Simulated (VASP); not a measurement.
# GaSb (F-43m) in VASP: settings compared, part 2 of 2

VASP 6.6.1. The steps go on from the part before.

## 4. Single point, r2SCAN+D4

This run uses another cell than the first one, of 28.62 Å³/atom, 1.027 times its volume.

POSCAR

```
GaSb
1.0
    0.0000000000      3.0590005565      3.0590005565
    3.0590005565      0.0000000000      3.0590005565
    3.0590005565      3.0590005565      0.0000000000
Ga Sb
1 1
Direct
    0.0000000000      0.0000000000      0.0000000000
    0.7500000000      0.7500000000      0.7500000000
```

INCAR.step1

```
  PREC = Accurate
  ENCUT = 520
  ISMEAR = 0
  SIGMA = 0.05
  LREAL = F
  LASPH = T
  NELM = 80
  NBANDS = 16
  GGA = PE
  ALGO = Normal
  EDIFF = 1E-4
  LWAVE = T
  LCHARG = F
```

INCAR.step2

```
  PREC = Accurate
  ENCUT = 520
  EDIFF = 1E-7
  ISMEAR = 0
  SIGMA = 0.05
  LREAL = F
  LASPH = T
  NELM = 80
  ALGO = Normal
  ISIF = 2
  LWAVE = F
  LCHARG = F
  METAGGA = R2SCAN
  LMIXTAU = T
  IVDW = 13
  VDW_S6 = 1.0
  VDW_S8 = 0.6018749
  VDW_A1 = 0.51559235
  VDW_A2 = 5.77342911
  NBANDS = 16
  ISTART = 1
```

KPOINTS

```
Automatic mesh
0
Gamma
  6 6 6
```

The run is started by

```sh
$ cat potpaw_PBE.64/Ga_d/POTCAR potpaw_PBE.64/Sb/POTCAR > POTCAR
$ cp INCAR.step1 INCAR
$ mpirun -np 1 vasp_std > vasp.out
$ cp INCAR.step2 INCAR
$ mpirun -np 1 vasp_std > vasp.out
```

Wall time 23 s (1 thread of Intel Xeon 6975P-C (Granite Rapids), shared host); peak memory 0.19 GiB.

It converged, with:

```yaml
Free_energy: -37.8623 eV
Pressure: -0.3 GPa
Band_gap_on_the_k_mesh: 0.45 eV, direct
Dispersion_energy_per_atom: -0.142 eV
```

Levels at points of the mesh, in eV from the valence-band top:
```csv
k point,band 5,band 6,band 7,band 8,band 9,band 10,band 11,band 12,band 13,band 14
"(0.00, 0.00, 0.00)",-15.45,-11.93,0.00,0.00,0.00,0.45,2.98,2.98,2.98,6.35
"(0.50, 0.00, 0.00)",-15.45,-10.21,-6.58,-1.21,-1.21,0.68,4.01,4.01,6.92,9.98
"(0.50, 0.50, 0.00)",-15.45,-9.32,-7.05,-2.70,-2.70,1.12,1.48,9.26,9.26,10.79
```

Caveat: the PAW data sets were made with another functional, which shifts forces and pressure a little; spin-orbit coupling is left out, which moves the levels of the heavy elements.

## 5. Single point, r2SCAN+D4

This run uses another cell than the first one, of 28.44 Å³/atom, 1.020 times its volume.

POSCAR

```
GaSb
1.0
    0.0000000000      3.0522836535      3.0522836535
    3.0522836535      0.0000000000      3.0522836535
    3.0522836535      3.0522836535      0.0000000000
Ga Sb
1 1
Direct
    0.0000000000      0.0000000000      0.0000000000
    0.7500000000      0.7500000000      0.7500000000
```

INCAR.step1

```
ALGO = Normal ; EDIFF = 1E-4
ENCUT = 520 ; GGA = PE
ISMEAR = 0 ; LASPH = T
LCHARG = F ; LREAL = F
LWAVE = T ; NBANDS = 16
NELM = 80 ; PREC = Accurate
SIGMA = 0.05
```

INCAR.step2

```
ALGO = Normal ; EDIFF = 1E-6
ENCUT = 520 ; ISIF = 2
ISMEAR = 0 ; ISTART = 1
IVDW = 13 ; LASPH = T
LCHARG = F ; LMIXTAU = T
LREAL = F ; LWAVE = F
METAGGA = R2SCAN ; NBANDS = 16
NELM = 80 ; PREC = Accurate
SIGMA = 0.05 ; VDW_A1 = 0.51559235
VDW_A2 = 5.77342911 ; VDW_S6 = 1.0
VDW_S8 = 0.6018749
```

KPOINTS

```
k-points
0
Gamma
  6 6 6
```

The run is started by

```sh
$ cat potpaw_PBE.64/Ga_d/POTCAR potpaw_PBE.64/Sb/POTCAR > POTCAR
$ cp INCAR.step1 INCAR
$ mpirun -np 1 vasp_std > vasp.out
$ cp INCAR.step2 INCAR
$ mpirun -np 1 vasp_std > vasp.out
```

Wall time 18 s (1 thread of Intel Xeon 6975P-C (Granite Rapids), shared host); peak memory 0.19 GiB.

The run converged. Its results:

| Quantity | Value |
| --- | --- |
| Free energy | -37.8625 eV |
| Pressure | 0.1 GPa |
| Band gap on the k mesh | 0.50 eV, direct |
| Dispersion energy per atom | -0.143 eV |

Levels at points of the mesh, in eV from the valence-band top:
| k point | band 6 | band 7 | band 8 | band 9 | band 10 | band 11 | band 12 | band 13 |
| --- | --- | --- | --- | --- | --- | --- | --- | --- |
| (0.00, 0.00, 0.00) | -11.98 | 0.00 | 0.00 | 0.00 | 0.50 | 2.98 | 2.98 | 2.98 |
| (0.50, 0.00, 0.00) | -10.24 | -6.62 | -1.23 | -1.23 | 0.70 | 4.01 | 4.01 | 6.92 |
| (0.50, 0.50, 0.00) | -9.34 | -7.08 | -2.72 | -2.72 | 1.11 | 1.46 | 9.31 | 9.31 |

Caveat: the PAW data sets were made with another functional, which shifts forces and pressure a little; spin-orbit coupling is left out, which moves the levels of the heavy elements.

## 6. Single point, r2SCAN

This run uses another cell than the first one, of 28.62 Å³/atom, 1.027 times its volume.

POSCAR

```
GaSb
1.0
    0.0000000000      3.0590005565      3.0590005565
    3.0590005565      0.0000000000      3.0590005565
    3.0590005565      3.0590005565      0.0000000000
Ga Sb
1 1
Direct
    0.0000000000      0.0000000000      0.0000000000
    0.7500000000      0.7500000000      0.7500000000
```

INCAR.step1

```
PREC     = Accurate       # precision mode
ENCUT    = 520            # plane-wave cutoff, eV
ISMEAR   = 0              # smearing method
SIGMA    = 0.05           # smearing width, eV
LREAL    = False          # projectors in reciprocal space
LASPH    = True           # aspherical terms in the spheres
NELM     = 100            # most SCF steps
NBANDS   = 16             # bands
GGA      = PE             # functional
ALGO     = Normal         # electronic algorithm
EDIFF    = 1E-4           # SCF threshold, eV
LWAVE    = True           # write WAVECAR
LCHARG   = False          # write CHGCAR
```

INCAR.step2

```
PREC     = Accurate       # precision mode
ENCUT    = 520            # plane-wave cutoff, eV
EDIFF    = 1E-6           # SCF threshold, eV
ISMEAR   = 0              # smearing method
SIGMA    = 0.05           # smearing width, eV
LREAL    = False          # projectors in reciprocal space
LASPH    = True           # aspherical terms in the spheres
NELM     = 100            # most SCF steps
ALGO     = Normal         # electronic algorithm
ISIF     = 2              # what is computed and relaxed
LWAVE    = False          # write WAVECAR
LCHARG   = False          # write CHGCAR
METAGGA  = R2SCAN         # meta-GGA
LMIXTAU  = True         
NBANDS   = 16             # bands
ISTART   = 1
```

KPOINTS

```
regular mesh
0
Gamma
  6 6 6
```

Potentials or basis: VASP PAW PBE potentials, release 64 (Ga_d, Sb).

The run is started by

```sh
$ cat potpaw_PBE.64/Ga_d/POTCAR potpaw_PBE.64/Sb/POTCAR > POTCAR
$ cp INCAR.step1 INCAR
$ mpirun -np 1 vasp_std > vasp.out
$ cp INCAR.step2 INCAR
$ mpirun -np 1 vasp_std > vasp.out
```

OUTCAR:

```text
PREC = Accurate
   ENCUT = 520
   EDIFF = 1E-6
   ISMEAR = 0
   LREAL = False
   LASPH = True
   NELM = 100
   ISIF = 2
   METAGGA = R2SCAN
   ISTART = 1

 ion  position               nearest neighbor table
   1  0.000  0.000  0.000-   2 2.65   2 2.65   2 2.65   2 2.65
   2  0.750  0.750  0.750-   1 2.65   1 2.65   1 2.65   1 2.65

  LATTYP: Found a face centered cubic cell.
 ALAT       =     6.1180011130

  Lattice vectors:

 A1 = (   0.0000000000,   3.0590005565,   3.0590005565)
 A2 = (   3.0590005565,   0.0000000000,   3.0590005565)
 A3 = (   3.0590005565,   3.0590005565,   0.0000000000)

Analysis of symmetry for initial positions (statically):
=====================================================================
 Subroutine PRICEL returns:
 Original cell was already a primitive cell.

 Routine SETGRP: Setting up the symmetry group for a
 face centered cubic supercell.

 Subroutine GETGRP returns: Found 24 space group operations
 (whereof 24 operations were pure point group operations)
 out of a pool of 48 trial point group operations.

The static configuration has the point symmetry T_d .

Analysis of symmetry for dynamics (positions and initial velocities):
=====================================================================
 Subroutine PRICEL returns:
 Original cell was already a primitive cell.

 Routine SETGRP: Setting up the symmetry group for a
 face centered cubic supercell.

 Subroutine GETGRP returns: Found 24 space group operations
 (whereof 24 operations were pure point group operations)
 out of a pool of 48 trial point group operations.

The dynamic configuration has the point symmetry T_d .

 Subroutine INISYM returns: Found 24 space group operations
 (whereof 24 operations are pure point group operations),
 and found     1 'primitive' translations

----------------------------------------------------------------------------------------

[... 100 lines left out ...]
   IALGO  =     38    algorithm
   IMIX   =      4    mixing-type and parameters
     AMIX     =   0.40;   BMIX     =  1.00
     AMIX_MAG =   1.60;   BMIX_MAG =  1.00
  volume/ion in A,a.u.               =      28.62       193.17
  Fermi-wavevector in a.u.,A,eV,Ry     =   1.113207  2.103657 16.860760  1.239231
  Thomas-Fermi vector in A             =   2.249790
   LORBIT       =      0    0 simple, 1 ext, 2 COOP (PROOUT), +10 PAW based schemes
   METAGGA = R2SCAN    functional components
   LHFCALC =     F    Hartree Fock is set to
   AEXX    =    0.0000 exact exchange contribution
   IVDW    =     0    specifies the selected vdW correction
   LEPSILON=     F    determine dielectric tensor
   LRPA    =     F    only Hartree local field effects (RPA)
 non-spin polarized calculation
 Gauss-broadening in eV      SIGMA  =   0.05
  energy-cutoff  :      520.00
  volume of cell :       57.25
 maximum number of plane-waves:      1572
   NGX = 17   NGY = 17   NGZ = 17

 number of electron      17.9999986 magnetization

 Free energy of the ion-electron system (eV)
  ---------------------------------------------------
  ext. energy  EPLUGINS =         0.00000000
  ---------------------------------------------------
  free energy    TOTEN  =       -37.57837897 eV

  energy without entropy =      -37.57837897  energy(sigma->0) =      -37.57837897

 E-fermi :   4.9202     XC(G=0):  -9.7180

 val. band max:        4.6909915196   @ k =   0.0000   0.0000   0.0000
 cond. band min:       5.1399569158   @ k =   0.0000   0.0000   0.0000
 fundamental gap:      0.4489653961
 Fermi energy:         4.9202413994

 k-point     1 :       0.0000    0.0000    0.0000
  band No.  band energies     occupation
      1     -10.8153      2.00000
      2     -10.8153      2.00000
      3     -10.8152      2.00000
      4     -10.7584      2.00000
      5     -10.7584      2.00000
      6      -7.2401      2.00000
[... 281 lines left out ...]
      3     -10.7898      2.00000
      4     -10.7669      2.00000
      5     -10.7564      2.00000
      6      -4.5926      2.00000
[... 8 lines left out ...]
     15      15.2745      0.00000
     16      16.6859      0.00000

------------------------ aborting loop because EDIFF is reached ----------------------------------------

  FORCE on cell =-STRESS in cart. coord.  units (eV):
  Direction    XX          YY          ZZ          XY          YZ          ZX
  --------------------------------------------------------------------------------------
  -------------------------------------------------------------------------------------
  Total        0.1617237      0.1617237      0.1617237      0.0000000      0.0000000      0.0000000
  in kB        4.5260112      4.5260112      4.5260112      0.0000000      0.0000000      0.0000000
  external PRESSURE =       4.5260112 kB  Pullay stress =       0.0000000 kB

 VOLUME and BASIS-vectors are now :
 -----------------------------------------------------------------------------
  energy-cutoff  :      520.00
  volume of cell :       57.25
      direct lattice vectors                 reciprocal lattice vectors
     0.000000000  3.059000557  3.059000557    -0.163452079  0.163452079  0.163452079
     3.059000557  0.000000000  3.059000557     0.163452079 -0.163452079  0.163452079
     3.059000557  3.059000557  0.000000000     0.163452079  0.163452079 -0.163452079

 POSITION                                       TOTAL-FORCE (eV/Angst)
 -----------------------------------------------------------------------------------
      0.00000      0.00000      0.00000        -0.000000      0.000000      0.000000
      4.58850      4.58850      4.58850         0.000000     -0.000000     -0.000000
 -----------------------------------------------------------------------------------
    total drift:                                0.000002      0.000002      0.000002

  FREE ENERGIE OF THE ION-ELECTRON SYSTEM (eV)
  ---------------------------------------------------
  free  energy   TOTEN  =       -37.5783789734 eV

  energy  without entropy=      -37.5783789734  energy(sigma->0) =      -37.57837897
```

OSZICAR.step1:

```text
N       E                     dE             d eps       ncg     rms          rms(c)
DAV:   1     0.895091479519E+02    0.89509E+02   -0.87731E+03   512   0.144E+03
DAV:   2    -0.334357155694E+00   -0.89844E+02   -0.86676E+02   616   0.314E+02
DAV:   3    -0.725225651490E+01   -0.69179E+01   -0.69043E+01   608   0.672E+01
DAV:   4    -0.737511510164E+01   -0.12286E+00   -0.12285E+00   640   0.103E+01
DAV:   5    -0.737792179615E+01   -0.28067E-02   -0.28067E-02   592   0.138E+00    0.321E+00
DAV:   6    -0.733298342908E+01    0.44938E-01   -0.64503E-02   752   0.394E+00    0.191E+00
DAV:   7    -0.731961475019E+01    0.13369E-01   -0.38896E-02   584   0.156E+00    0.360E-01
DAV:   8    -0.732068388521E+01   -0.10691E-02   -0.44825E-03   680   0.749E-01    0.867E-02
DAV:   9    -0.732119845719E+01   -0.51457E-03   -0.70615E-04   624   0.209E-01    0.333E-02
DAV:  10    -0.732122895345E+01   -0.30496E-04   -0.36407E-05   520   0.399E-02
   1 F= -.73212290E+01 E0= -.73210407E+01  d E =-.376550E-03
```

Run time: 18 s. Hardware: 1 thread of Intel Xeon 6975P-C (Granite Rapids), shared host; peak memory 0.18 GiB.

Results:

* Free energy: -37.5784 eV
* Pressure: 0.5 GPa
* Band gap on the k mesh: 0.45 eV, direct

Caveat: the PAW data sets were made with another functional, which shifts forces and pressure a little; spin-orbit coupling is left out, which moves the levels of the heavy elements.

## 7. The runs side by side

```csv
level,cell,gap on the mesh (eV),pressure (GPa)
r2SCAN+D4,"a = 4.288 Å, angles 60.0°, 2 atoms",0.66,1.3
r2SCAN,"a = 4.306 Å, angles 60.0°, 2 atoms",0.55,1.2
r2SCAN+D4,"a = 4.326 Å, angles 60.0°, 2 atoms",0.45,-0.3
r2SCAN+D4,"a = 4.317 Å, angles 60.0°, 2 atoms",0.50,0.1
r2SCAN,"a = 4.326 Å, angles 60.0°, 2 atoms",0.45,0.5
```

Alike in all rows: task single point; potentials or basis VASP PAW PBE potentials, release 64 (Ga_d, Sb); no spin polarisation; k mesh 6 × 6 × 6; cutoff (eV) 520; smearing gaussian 0.05 eV.

Caveats: the PAW data sets were made with another functional, which shifts forces and pressure a little; spin-orbit coupling is left out, which moves the levels of the heavy elements.

Total energies depend on the potentials used, so only differences within one code and one set of settings carry meaning.

## 8. How close it comes

Step 4. Measured gap of GaSb: 0.811 eV (direct; 4.2 K; a printed reference work, data compilation). This calculation gives 0.45 eV (-0.36 eV). Spin-orbit coupling on Ga, Sb is left out. The value is that of r2SCAN+D4 on a finite k mesh, which can miss the band edges, without temperature or zero-point motion.

Step 5. Measured gap of GaSb: 0.811 eV (direct; 4.2 K; a printed reference work, data compilation). This calculation gives 0.50 eV (-0.31 eV). Spin-orbit coupling on Ga, Sb is left out. The value is that of r2SCAN+D4 on a finite k mesh, which can miss the band edges, without temperature or zero-point motion.

Step 6. Measured gap of GaSb: 0.811 eV (direct; 4.2 K; a printed reference work, data compilation). This calculation gives 0.45 eV (-0.36 eV). Spin-orbit coupling on Ga, Sb is left out. The value is that of r2SCAN on a finite k mesh, which can miss the band edges, without temperature or zero-point motion.
